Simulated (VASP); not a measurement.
# Cu (Fm-3m) in VASP: notebook

One crystal, Cu, is run at these levels: r2SCAN+rVV10; tasks: relaxation of cell and atoms.

Program: VASP 6.6.1. These are calculated values, not measurements. Logs are shortened: lines on timing, memory, paths and dates and some standing lists are left out, and cuts for length are marked.

### 1 The crystal as given

It takes space group Fm-3m (No. 225, cubic). The conventional cell has a = 3.615 Å, b = 3.615 Å, c = 3.615 Å, α = 90.00°, β = 90.00°, γ = 90.00°. Cu (site symmetry m-3m) has 12 Cu at 2.56 Å as nearest neighbours.

### 2 Relaxation of cell and atoms, r2SCAN+rVV10

The input, INCAR:

```
SYSTEM = Cu
PREC = Accurate ; ENCUT = 520
EDIFF = 1E-7 ; ISMEAR = 0
SIGMA = 0.1 ; LREAL = .False.
LASPH = .True. ; NELM = 60
ALGO = Normal ; ISIF = 3
LWAVE = .False. ; LCHARG = .False.
METAGGA = R2SCAN ; LMIXTAU = .True.
LUSE_VDW = .True. ; IVDW_NL = 2
BPARAM = 11.95 ; CPARAM = 0.0093
IBRION = 2 ; NSW = 80
EDIFFG = -0.002
```

The input, KPOINTS:

```
Automatic mesh
0
Gamma
  20 20 20
  0 0 0
```

The input, POSCAR:

```
Cu
1.0
    0.0000000000      1.8075000000      1.8075000000
    1.8075000000      0.0000000000      1.8075000000
    1.8075000000      1.8075000000      0.0000000000
Cu
1
Direct
    0.0000000000      0.0000000000      0.0000000000
```

Potentials or basis: VASP PAW PBE potentials, release 64 (Cu).

Run with:

```
$ cat potpaw_PBE.64/Cu/POTCAR > POTCAR
$ mpirun -np 1 vasp_std > vasp.out
```

OUTCAR:

```text
SYSTEM = Cu
   PREC = Accurate
   ENCUT = 520
   EDIFF = 1E-7
   ISMEAR = 0
   LREAL = .False.
   LASPH = .True.
   NELM = 60
   ISIF = 3
   METAGGA = R2SCAN
   IVDW_NL = 2
   BPARAM = 11.95
   IBRION = 2
   NSW = 80
   EDIFFG = -0.002

 ion  position               nearest neighbor table
   1  0.000  0.000  0.000-

  LATTYP: Found a face centered cubic cell.
 ALAT       =     3.6150000000

  Lattice vectors:

 A1 = (   0.0000000000,   1.8075000000,   1.8075000000)
 A2 = (   1.8075000000,   0.0000000000,   1.8075000000)
 A3 = (   1.8075000000,   1.8075000000,   0.0000000000)

Analysis of symmetry for initial positions (statically):
=====================================================================
 Subroutine PRICEL returns:
 Original cell was already a primitive cell.

 Routine SETGRP: Setting up the symmetry group for a
 face centered cubic supercell.

 Subroutine GETGRP returns: Found 48 space group operations
 (whereof 48 operations were pure point group operations)
 out of a pool of 48 trial point group operations.

The static configuration has the point symmetry O_h .

Analysis of symmetry for dynamics (positions and initial velocities):
=====================================================================
 Subroutine PRICEL returns:
 Original cell was already a primitive cell.

 Routine SETGRP: Setting up the symmetry group for a
 face centered cubic supercell.

 Subroutine GETGRP returns: Found 48 space group operations
 (whereof 48 operations were pure point group operations)
 out of a pool of 48 trial point group operations.

The dynamic configuration has the point symmetry O_h .

 Subroutine INISYM returns: Found 48 space group operations
 (whereof 48 operations are pure point group operations),
 and found     1 'primitive' translations

----------------------------------------------------------------------------------------

                                     Primitive cell

  volume of cell :      11.8104

  direct lattice vectors                    reciprocal lattice vectors
     0.000000000  1.807500000  1.807500000    -0.276625173  0.276625173  0.276625173
     1.807500000  0.000000000  1.807500000     0.276625173 -0.276625173  0.276625173
     1.807500000  1.807500000  0.000000000     0.276625173  0.276625173 -0.276625173

  length of vectors
     2.556191014  2.556191014  2.556191014     0.479128854  0.479128854  0.479128854

  position of ions in fractional coordinates (direct lattice)
     0.000000000  0.000000000  0.000000000

  ion indices of the primitive-cell ions
   primitive index   ion index
                 1           1

----------------------------------------------------------------------------------------

 KPOINTS: Automatic mesh

Automatic generation of k-mesh.
 Grid dimensions read from file:
 generate k-points for:   20   20   20

 Generating k-lattice:

  Cartesian coordinates                     Fractional coordinates (reciprocal lattice)
    -0.013831259  0.013831259  0.013831259     0.050000000  0.000000000  0.000000000
     0.013831259 -0.013831259  0.013831259     0.000000000  0.050000000  0.000000000
     0.013831259  0.013831259 -0.013831259     0.000000000  0.000000000  0.050000000

  Length of vectors
     0.023956443  0.023956443  0.023956443

  Shift w.r.t. Gamma in fractional coordinates (k-lattice)
     0.000000000  0.000000000  0.000000000

 Subroutine IBZKPT returns following result:
 ===========================================

 Found    256 irreducible k-points:

 Following reciprocal coordinates:
            Coordinates               Weight
  0.000000  0.000000  0.000000      1.000000
  0.050000  0.000000  0.000000      8.000000
  0.100000  0.000000  0.000000      8.000000
  0.150000  0.000000  0.000000      8.000000
  0.200000  0.000000  0.000000      8.000000
  0.250000  0.000000  0.000000      8.000000
[... 16 lines left out ...]
 -0.400000  0.050000  0.000000     24.000000
 -0.350000  0.050000  0.000000     24.000000
 [... further k-points ...]
   k-points           NKPTS =    256   k-points in BZ     NKDIM =    256   number of bands    NBANDS=      9
   number of dos      NEDOS =    301   number of ions     NIONS =      1
   total plane-waves  NPLWV =   8000
   dimension x,y,z NGX =    20 NGY =   20 NGZ =   20
   dimension x,y,z NGXF=    40 NGYF=   40 NGZF=   40
   ions per type =               1
   NGX,Y,Z   is equivalent  to a cutoff of  13.01, 13.01, 13.01 a.u.
   NGXF,Y,Z  is equivalent  to a cutoff of  26.01, 26.01, 26.01 a.u.
 SYSTEM =  Cu
   PREC   = accura    normal or accurate (medium, high low for compatibility)
   ISTART =      0    job   : 0-new  1-cont  2-samecut
   ICHARG =      2    charge: 1-file 2-atom 10-const
   ISPIN  =      1    spin polarized calculation?
   LNONCOLLINEAR =      F non collinear calculations
   LSORBIT =      F    spin-orbit coupling
   LASPH  =      T    aspherical Exc in radial PAW
   ENCUT  =  520.0 eV  38.22 Ry    6.18 a.u.   4.75  4.75  4.75*2*pi/ulx,y,z
   NELM   =     60;   NELMIN=  2; NELMDL= -5     # of ELM steps
   EDIFF  = 0.1E-06   stopping-criterion for ELM
   LREAL  =      F    real-space projection
   EDIFFG = -.2E-02   stopping-criterion for IOM
   NSW    =     80    number of steps for IOM
   IBRION =      2    ionic relax: 0-MD 1-quasi-New 2-CG
   NFREE  =      1    steps in history (QN), initial steepest desc. (CG)
   ISIF   =      3    stress and relaxation
   ISYM   =      2    0-nonsym 1-usesym 2-fastsym
   POTIM  = 0.5000    time-step for ionic-motion
   TEBEG  =    0.0;   TEEND  =   0.0 temperature during run
   PSTRESS=    0.0 pullay stress
   NELECT =      11.0000    total number of electrons
   NUPDOWN=      -1.0000    fix difference up-down
   EMIN   =  10.00;   EMAX   =-10.00  energy-range for DOS
   EFERMI =   0.00;   METHOD = LEGACY
   ISMEAR =     0;   SIGMA  =   0.10  broadening in eV -4-tet -1-fermi 0-gaus
   EFERMI_NEDOS =   21; number of points for ismear=-14 and -15
   IALGO  =     38    algorithm
   IMIX   =      4    mixing-type and parameters
     AMIX     =   0.40;   BMIX     =  1.00
     AMIX_MAG =   1.60;   BMIX_MAG =  1.00
  volume/ion in A,a.u.               =      11.81        79.70
  Fermi-wavevector in a.u.,A,eV,Ry     =   1.598763  3.021224 34.777078  2.556043
  Thomas-Fermi vector in A             =   2.696162
   LORBIT       =      0    0 simple, 1 ext, 2 COOP (PROOUT), +10 PAW based schemes
   METAGGA = R2SCAN    functional components
   LHFCALC =     F    Hartree Fock is set to
   AEXX    =    0.0000 exact exchange contribution
   IVDW_NL    =     2    kernel type
   BPARAM     =11.9500
   IVDW    =     0    specifies the selected vdW correction
   LEPSILON=     F    determine dielectric tensor
   LRPA    =     F    only Hartree local field effects (RPA)
 conjugate gradient relaxation of ions
 non-spin polarized calculation
 Gauss-broadening in eV      SIGMA  =   0.10
  energy-cutoff  :      520.00
  volume of cell :       11.81
 maximum number of plane-waves:       332
   NGX =  9   NGY =  9   NGZ =  9

--------------------------------------- Ionic step        1  -------------------------------------------

 number of electron      11.0000001 magnetization

 Free energy of the ion-electron system (eV)
  ---------------------------------------------------
  ext. energy  EPLUGINS =         0.00000000
  ---------------------------------------------------
  free energy    TOTEN  =       -10.53042546 eV

  energy without entropy =      -10.52921185  energy(sigma->0) =      -10.52981865

------------------------ aborting loop because EDIFF is reached ----------------------------------------

  FORCE on cell =-STRESS in cart. coord.  units (eV):
  Direction    XX          YY          ZZ          XY          YZ          ZX
  --------------------------------------------------------------------------------------
  -------------------------------------------------------------------------------------
  Total       -0.4339942     -0.4339942     -0.4339942      0.0000000     -0.0000000      0.0000000
  in kB      -58.8748145    -58.8748145    -58.8748145      0.0000000     -0.0000000      0.0000000
  external PRESSURE =     -58.8748145 kB  Pullay stress =       0.0000000 kB
[... 195 lines left out ...]
  energy  without entropy=      -10.5376051475  energy(sigma->0) =      -10.53819585

--------------------------------------- Ionic step        7  -------------------------------------------

 number of electron      11.0000013 magnetization

 Free energy of the ion-electron system (eV)
  ---------------------------------------------------
  ext. energy  EPLUGINS =         0.00000000
  ---------------------------------------------------
  free energy    TOTEN  =       -10.53878605 eV

  energy without entropy =      -10.53760473  energy(sigma->0) =      -10.53819539

 E-fermi :   7.8291     XC(G=0): -14.0333

 val. band max:        7.8290518634   @ k =   0.5000   0.2500   0.1000
 cond. band min:       7.8605537494   @ k =  -0.4500   0.1000   0.0000
 fundamental gap:      0.0315018860
 Fermi energy:         7.8291130568

 k-point     1 :       0.0000    0.0000    0.0000
  band No.  band energies     occupation
      1      -2.1290      2.00000
      2       4.6101      2.00000
      3       4.6101      2.00000
      4       4.6101      2.00000
      5       5.4782      2.00000
      6       5.4782      2.00000
      7      31.5548      0.00000
      8      34.8946      0.00000
      9      34.8948      0.00000
[... 265 lines left out ...]
 k-point    24 :      -0.3500    0.0500    0.0000
  band No.  band energies     occupation
      1       1.9214      2.00000
      2       4.6254      2.00000
      3       4.6686      2.00000
      4       4.7940      2.00000
      5       5.8279      2.00000
      6       6.1323      2.00000
      7      15.7117      0.00000
      8      28.9314      0.00000
      9      31.4235      0.00000

 [... further k-points ...]

------------------------ aborting loop because EDIFF is reached ----------------------------------------

  FORCE on cell =-STRESS in cart. coord.  units (eV):
  Direction    XX          YY          ZZ          XY          YZ          ZX
  --------------------------------------------------------------------------------------
  -------------------------------------------------------------------------------------
  Total        0.0006001      0.0006001      0.0006001     -0.0000000     -0.0000000      0.0000000
  in kB        0.0846093      0.0846093      0.0846093     -0.0000000     -0.0000000      0.0000000
  external PRESSURE =       0.0846093 kB  Pullay stress =       0.0000000 kB
[... 16 lines left out ...]
  FREE ENERGIE OF THE ION-ELECTRON SYSTEM (eV)
  ---------------------------------------------------
  free  energy   TOTEN  =       -10.5387860529 eV

  energy  without entropy=      -10.5376047314  energy(sigma->0) =      -10.53819539

 reached required accuracy - stopping structural energy minimisation
```

Wall time 7.3 min (1 thread of Intel Xeon 6975P-C (Granite Rapids), shared host); peak memory 0.21 GiB.

Results:

```
Free energy                            : -10.5388 eV
Relaxed volume                         : 11.36 Å³/atom
Relaxed cell                           : a = 2.524 Å, b = 2.524 Å, c = 2.524 Å, α = 60.00°, β = 60.00°, γ = 60.00°
Space group after relaxing (to 0.05 Å) : Fm-3m (No. 225)
Energy gained by relaxing              : 8.4 meV/atom
Ionic steps                            : 7
Pressure after relaxing                : 0.0 GPa
Band gap on the k mesh                 : none (metal or under the smearing width)
```

The path:
| step | energy change (eV) | largest force (eV/Å) | pressure (GPa) | volume (Å³) |
| --- | --- | --- | --- | --- |
| 1 | 0.0000 | 0.0000 | -5.89 | 11.81 |
| 2 | -0.0045 | 0.0000 | 4.42 | 11.08 |
| 3 | -0.0084 | 0.0000 | -0.09 | 11.37 |
| 4 | -0.0084 | 0.0000 | 0.04 | 11.36 |
| 5 | -0.0084 | 0.0000 | -0.06 | 11.37 |
| 6 | -0.0084 | 0.0000 | -0.05 | 11.37 |
| 7 | -0.0084 | 0.0000 | 0.01 | 11.36 |

Final structure:
```cif
data_structure
_symmetry_space_group_name_H-M 'P 1'
_symmetry_Int_Tables_number 1
_cell_length_a 2.5236
_cell_length_b 2.5236
_cell_length_c 2.5236
_cell_angle_alpha 60.000
_cell_angle_beta 60.000
_cell_angle_gamma 60.000
_cell_volume 11.36
loop_
_atom_site_label
_atom_site_type_symbol
_atom_site_fract_x
_atom_site_fract_y
_atom_site_fract_z
_atom_site_occupancy
Cu1 Cu 0.00000 0.00000 0.00000 1
```

Levels at points of the mesh, in eV from the Fermi level:
```csv
k point,band 4,band 5,band 6,band 7,band 8,band 9
"(0.00, 0.00, 0.00)",-3.22,-2.35,-2.35,23.73,27.07,27.07
"(0.50, 0.00, 0.00)",-1.73,-1.73,-1.15,4.20,22.21,23.79
"(0.50, 0.50, 0.00)",-1.57,-1.57,1.58,7.74,14.10,14.10
```

Caveat: the PAW data sets were made with another functional, which shifts forces and pressure a little.

### 3 Relaxation of cell and atoms, r2SCAN+rVV10

This run uses another cell than the first one, of 11.36 Å³/atom, 0.962 times its volume.

INCAR is that of step 2.

KPOINTS is that of step 2.

The input, POSCAR:

```
Cu                                      
1.0
    0.0000000000      1.7844310277      1.7844310277
    1.7844310277      0.0000000000      1.7844310277
    1.7844310277      1.7844310277     -0.0000000000
  Cu            
     1
Direct
     0.0000000000000000    0.0000000000000000    0.0000000000000000
```

Potentials or basis: VASP PAW PBE potentials, release 64 (Cu).

Run with:

```
$ cat potpaw_PBE.64/Cu/POTCAR > POTCAR
$ mpirun -np 1 vasp_std > vasp.out
```

Run time: 3.3 min. Hardware: 1 thread of Intel Xeon 6975P-C (Granite Rapids), shared host; peak memory 0.2 GiB.

The run converged. Its results:

* Free energy: -10.5386 eV
* Relaxed volume: 11.36 Å³/atom
* Relaxed cell: a = 2.523 Å, b = 2.523 Å, c = 2.523 Å, α = 60.00°, β = 60.00°, γ = 60.00°
* Space group after relaxing (to 0.05 Å): Fm-3m (No. 225)
* Energy gained by relaxing: 0.0 meV/atom
* Ionic steps: 3
* Pressure after relaxing: 0.0 GPa
* Band gap on the k mesh: none (metal or under the smearing width)

Final structure:
```xyz
1
Lattice="0.0000 1.7843 1.7843 1.7843 0.0000 1.7843 1.7843 1.7843 0.0000" Properties=species:S:1:pos:R:3 pbc="T T T"
Cu    0.0000    0.0000    0.0000
```

Levels at points of the mesh, in eV from the Fermi level:
```
           k point  band 3  band 4  band 5  band 6  band 7  band 8  band 9
(0.00, 0.00, 0.00)   -3.22   -3.22   -2.35   -2.35   23.73   27.07   27.07
(0.50, 0.00, 0.00)   -3.27   -1.73   -1.73   -1.15    4.21   22.21   23.80
(0.50, 0.50, 0.00)   -1.76   -1.57   -1.57    1.58    7.74   14.10   14.10
```

Caveat: the PAW data sets were made with another functional, which shifts forces and pressure a little.
